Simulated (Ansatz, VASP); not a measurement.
# AlN in VASP and in Ansatz

```
Al N
1.0
     3.47277    0.00000    0.00000
    -1.73638    2.85126    0.00000
     0.00000    0.00000    4.13696
Al N
2 2
Direct
  0.33094 0.66188 0.25000
  0.66906 0.33812 0.75000
  0.67145 0.34290 0.25000
  0.32855 0.65710 0.75000
```

Change from the starting cell: uniaxial_x strain +5.5%.

Alike in both runs: task single point; functional PBE; k mesh 12 × 12 × 6; occupations fermi-dirac, width 0.02 eV; no spin polarisation.

|  | VASP | Ansatz |
| --- | --- | --- |
| version | VASP 6.6.1 | Ansatz 0.2.0 |
| potentials or method | VASP PAW PBE potentials, release 64 (Al, N) | plane waves, PAW |
| plane-wave cutoff (eV) | 520 | 420 |
| valence electrons in the cell | 16 | 16 |

```csv
,VASP,Ansatz,Ansatz less VASP
gap on the k mesh at the Fermi level (eV),3.14,3.14,-0.008
pressure (GPa),-6.4,-6.2,+0.25
largest component of the traceless stress (GPa),6.15,6.06,-0.091
rms of the force components (eV/Å),0.013,0.013,0.0000
```

Atom by atom the forces differ by 0.000 eV/Å (rms over components). With one functional, cell and mesh, what is left measures potentials, basis and numerics.

A k mesh can miss the band edges.
